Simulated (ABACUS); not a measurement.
# Sb (Pm-3m) in ABACUS: further runs, part 2 of 2

ABACUS 3.10.1. The steps go on from the part before.

## (3) Single point, PBE (cell strained at random at fixed volume)

Contents of INPUT:

```
INPUT_PARAMETERS
suffix              Sb
calculation         scf
basis_type          lcao
pseudo_dir          ./
orbital_dir         ./
symmetry            1
dft_functional      pbe
ecutwfc             100
pseudo_rcut         10
nspin               1
nbands              12
ks_solver           genelpa
smearing_method     fd
smearing_sigma      0.00367493
scf_thr             1e-07
scf_nmax            100
mixing_type         broyden
mixing_beta         0.7
cal_force           1
cal_stress          1
out_mul             1
```

Contents of STRU:

```
ATOMIC_SPECIES
Sb 121.7600 Sb.upf

NUMERICAL_ORBITAL
Sb_confined-atom_8au_2s2p2d.orb

LATTICE_CONSTANT
1.8897261246

LATTICE_VECTORS
3.1830660000 -0.0091570000 -0.0792670000
-0.0091570000 3.1372080000 -0.0565340000
-0.0792670000 -0.0565340000 3.1629200000

ATOMIC_POSITIONS
Direct

Sb
0.0
1
0.0035030000 0.0030650000 -0.0217410000 1 1 1
```

Contents of KPT:

```
K_POINTS
0
Gamma
8 8 8 0 0 0
```

Potentials or basis: PseudoDojo NC SR 0.4.1 PBE standard, DZP LCAO (the cutoffs set its grid).

Launch:

```sh
> OMP_NUM_THREADS=1 mpirun -np 4 abacus > log
```

Wall time 2.5 s (4 MPI ranks of INTEL XEON PLATINUM 8581C at 2.30GHz (Emerald Rapids), shared host); peak memory 0.4 GiB.

It converged, with:

```yaml
Free_energy: -2474.8299 eV
Pressure: -1.6 GPa
Band_gap_on_the_k_mesh: none (metal or under the smearing width)
```

Stress tensor (GPa, compression positive):
```
-2.36 -0.09  0.45
-0.09 -0.54  0.05
 0.45  0.05 -1.85
```

Levels at points of the mesh, in eV from the Fermi level:
| k point | band 4 | band 5 | band 6 | band 7 | band 8 | band 9 | band 10 | band 11 |
| --- | --- | --- | --- | --- | --- | --- | --- | --- |
| (0.00, 0.00, 0.00) | -28.98 | -28.97 | -11.96 | 3.08 | 3.39 | 3.61 | 7.12 | 7.27 |
| (0.50, 0.00, 0.00) | -29.00 | -28.97 | -9.82 | -5.18 | 4.98 | 5.35 | 9.24 | 11.38 |
| (0.00, 0.50, 0.00) | -28.99 | -28.97 | -9.65 | -5.22 | 4.95 | 5.30 | 9.30 | 11.37 |
| (0.50, 0.50, 0.00) | -29.00 | -28.92 | -7.40 | -3.36 | -3.16 | 2.69 | 6.68 | 12.83 |
| (0.00, 0.00, 0.50) | -28.99 | -28.97 | -9.75 | -5.20 | 4.91 | 5.33 | 9.18 | 11.20 |
| (0.50, 0.00, 0.50) | -29.00 | -28.92 | -7.53 | -3.55 | -2.99 | 2.69 | 6.87 | 13.24 |
| (0.00, 0.50, 0.50) | -29.00 | -28.92 | -7.33 | -3.45 | -3.03 | 2.71 | 6.59 | 12.88 |
| (0.50, 0.50, 0.50) | -28.92 | -28.92 | -4.89 | -1.76 | -1.50 | -1.07 | 4.67 | 5.02 |

Caveat: the atomic orbitals were generated for these runs and aren't a published set; the basis of atomic orbitals isn't converged, which shifts pressures, moduli and gaps.

## (4) Single point, PBE

INPUT is that of step 3.

Contents of STRU:

```
ATOMIC_SPECIES
Sb 121.7600 Sb.upf

NUMERICAL_ORBITAL
Sb_confined-atom_8au_3s3p3d1f.orb

LATTICE_CONSTANT
1.8897261246

LATTICE_VECTORS
3.1600000000 0.0000000000 0.0000000000
0.0000000000 3.1600000000 0.0000000000
0.0000000000 0.0000000000 3.1600000000

ATOMIC_POSITIONS
Direct

Sb
0.0
1
0.0000000000 0.0000000000 0.0000000000 1 1 1
```

KPT is that of step 3.

Potentials or basis: PseudoDojo NC SR 0.4.1 PBE standard, TZDP LCAO (the cutoffs set its grid).

Launch:

```sh
> OMP_NUM_THREADS=1 mpirun -np 4 abacus > log
```

running log:

```text
ABACUS v3.10.1

               Atomic-orbital Based Ab-initio Computation at UStc

 ------------------------------------------------------------------------------------

 READING GENERAL INFORMATION
                           global_out_dir = OUT.Sb/
                           global_in_card = INPUT
                               pseudo_dir = ./
                              orbital_dir = ./
                                    DSIZE = 4
                                    GSIZE = 1

 READING UNITCELL INFORMATION
                                    ntype = 1
                  lattice constant (Bohr) = 1.88973
              lattice constant (Angstrom) = 1

 READING ATOM TYPE 1
                               atom label = Sb
                      L=0, number of zeta = 3
                      L=1, number of zeta = 3
                      L=2, number of zeta = 3
                      L=3, number of zeta = 1
             number of atom for this type = 1

                        TOTAL ATOM NUMBER = 1
DIRECT COORDINATES
    atom                   x                   y                   z     mag                  vx                  vy                  vz
taud_Sb1            0.0000000000        0.0000000000        0.0000000000  0.0000        0.0000000000        0.0000000000        0.0000000000

                          Volume (Bohr^3) = 212.94
                             Volume (A^3) = 31.5545

[... 303 lines left out ...]
 final etot is -2474.8922064 eV
 EFERMI = 9.5185665439 eV

 STATE ENERGY(eV) AND OCCUPATIONS    NSPIN == 1
 1/35 kpoint (Cartesian) = 0.0000 0.0000 0.0000 (927 pws)
       1       -19.5770     0.00390625
       2       -19.5770     0.00390625
       3       -19.4334     0.00390625
       4       -19.4334     0.00390625
       5       -19.4334     0.00390625
       6       -2.39957     0.00390625
       7        12.7435    3.80820e-31
       8        12.7435    3.80820e-31
       9        12.7435    3.80820e-31
      10        16.6314    6.46488e-65
      11        16.6314    6.46488e-65
      12        18.1085    9.55625e-78
[... 57 lines left out ...]
 6/35 kpoint (Cartesian) = 0.039557 0.039557 0.0000 (916 pws)
       1       -19.5664      0.0468750
       2       -19.5480      0.0468750
       3       -19.4443      0.0468750
       4       -19.4384      0.0468750
       5       -19.4382      0.0468750
       6       -1.98431      0.0468750
       7        10.7412    1.12498e-12
       8        10.9734    1.08348e-14
       9        13.1449    1.48901e-33
      10        17.4395    7.42894e-71
      11        19.5039    8.69117e-89
      12        20.0493        0.00000

[... levels at 29 further k points ...]

 correction force for each atom along direction 1 is -4.78943e-14
 correction force for each atom along direction 2 is -1.33221e-14
 correction force for each atom along direction 3 is 2.52461e-14
------------------------------------------------------------------------------------------
 TOTAL-FORCE (eV/Angstrom)
------------------------------------------------------------------------------------------
                       Sb1         0.0000000000         0.0000000000         0.0000000000
------------------------------------------------------------------------------------------

----------------------------------------------------------------
 TOTAL-STRESS (KBAR)
----------------------------------------------------------------
       -20.0990761974        -0.0000000000        -0.0000000000
        -0.0000000000       -20.0990761974         0.0000000000
         0.0000000000        -0.0000000000       -20.0990761974
----------------------------------------------------------------
 TOTAL-PRESSURE: -20.099076 KBAR

 --------------------------------------------
 !FINAL_ETOT_IS -2474.8922064383100405 eV
 --------------------------------------------
```

Run time: 2.8 s. Hardware: 4 MPI ranks of INTEL XEON PLATINUM 8581C at 2.30GHz (Emerald Rapids), shared host; peak memory 0.44 GiB.

Results:

```
Free energy            : -2474.8922 eV
Pressure               : -2.0 GPa
Band gap on the k mesh : none (metal or under the smearing width)
```

Levels at points of the mesh, in eV from the Fermi level:
```
           k point  band 4  band 5  band 6  band 7  band 8  band 9  band 10  band 11  band 12
(0.00, 0.00, 0.00)  -28.95  -28.95  -11.92    3.22    3.22    3.22     7.11     7.11     8.59
(0.50, 0.00, 0.00)  -28.97  -28.95   -9.71   -5.16    5.06    5.06     9.36    11.31    11.31
(0.50, 0.50, 0.00)  -28.98  -28.89   -7.38   -3.24   -3.24    2.47     6.81    11.39    13.38
(0.50, 0.50, 0.50)  -28.89  -28.89   -4.82   -1.45   -1.45   -1.45     5.02     5.02     5.02
```

Caveat: the atomic orbitals were generated for these runs and aren't a published set; the basis of atomic orbitals isn't converged, which shifts pressures, moduli and gaps. Spin-orbit coupling is left out, which matters for the levels of Sb.

## (5) Overview

```tsv
potentials or basis	cell	orbital files	gap on the mesh (eV)	pressure (GPa)
PseudoDojo NC SR 0.4.1 PBE standard, DZP LCAO (the cutoffs set its grid)	as given	Sb Sb_confined-atom_8au_2s2p2d.orb	none	-1.5
PseudoDojo NC SR 0.4.1 PBE standard, DZP LCAO (the cutoffs set its grid)	cell strained at random at fixed volume	Sb Sb_confined-atom_8au_2s2p2d.orb	none	-1.6
PseudoDojo NC SR 0.4.1 PBE standard, TZDP LCAO (the cutoffs set its grid)	as given	Sb Sb_confined-atom_8au_3s3p3d1f.orb	none	-2.0
```

Alike in all rows: task single point; level PBE; no spin polarisation; k mesh 8 × 8 × 8; cutoff (eV) 1361; smearing fermi-dirac 0.05 eV.

Caveats: the atomic orbitals were generated for these runs and aren't a published set; the basis of atomic orbitals isn't converged, which shifts pressures, moduli and gaps.

Absolute energies hang on the potentials; compare differences alone.
